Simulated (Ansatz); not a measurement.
**What a change of settings does to a run on RbCl**

Structure from Materials Project entry mp-23295 (possibly hypothetical), not relaxed further.

First run: DFT, PBEsol, all-electron PAW with datasets made for the crystal, scalar-relativistic (Ansatz 0.2.0).

Command: `ansatz run input.yaml --threads 1 --pin off --max-ram 2048MiB --backend cpu --events-out ev --progress --plain --runs-dir out` The run took 4.3 s on 1 thread of INTEL(R) XEON(R) PLATINUM 8581C CPU @ 2.30GHz (Emerald Rapids), on a shared host.

```yaml
crystal:
  lattice:
    - [0.0, 3.308707329, 3.308707329]
    - [3.308707329, 0.0, 3.308707329]
    - [3.308707329, 3.308707329, 0.0]
  atoms:
    - { symbol: Rb, position: [0.0, 0.0, 0.0] }
    - { symbol: Cl, position: [0.5, 0.5, 0.5] }
kpoints:
  mp_grid: { grid: [8, 8, 8] }
  band_path:
    path:
      - [0.0, 0.0, 0.0]
      - [0.5, 0.0, 0.5]
      - [0.625, 0.25, 0.625]
      - [0.375, 0.375, 0.75]
      - [0.0, 0.0, 0.0]
      - [0.5, 0.5, 0.5]
      - [0.5, 0.25, 0.75]
      - [0.5, 0.0, 0.5]
    npoints: 8
scf:
  occupations: { method: fermi_dirac, width: 0.02 }
hamiltonian:
  xc: pbesol
  pseudopotentials: { kind: all_electron, datasets: crystal }
output:
  forces: true
  stress: true
  eigenvalues: true
  efg: { contact_densities: true }
```

Result: converged; pressure -0.51 GPa; gap on the k mesh 4.80 eV; 7 SCF iterations.

The input is then changed:

```diff
@@ -8,5 +8,5 @@
     - { symbol: Cl, position: [0.5, 0.5, 0.5] }
 kpoints:
-  mp_grid: { grid: [8, 8, 8] }
+  mp_grid: { grid: [3, 3, 3], shift: [0.5, 0.5, 0.5] }
   band_path:
     path:
@@ -21,5 +21,5 @@
     npoints: 8
 scf:
-  occupations: { method: fermi_dirac, width: 0.02 }
+  occupations: { method: methfessel_paxton, width: 0.15 }
 hamiltonian:
   xc: pbesol
```

What does the second run give?

It converged; energy at zero smearing -0.2 meV/atom from the first run; pressure -0.52 GPa; gap on the k mesh 5.51 eV (the mesh can miss the band edges); 8 SCF iterations. Some of these settings are too coarse for converged properties.
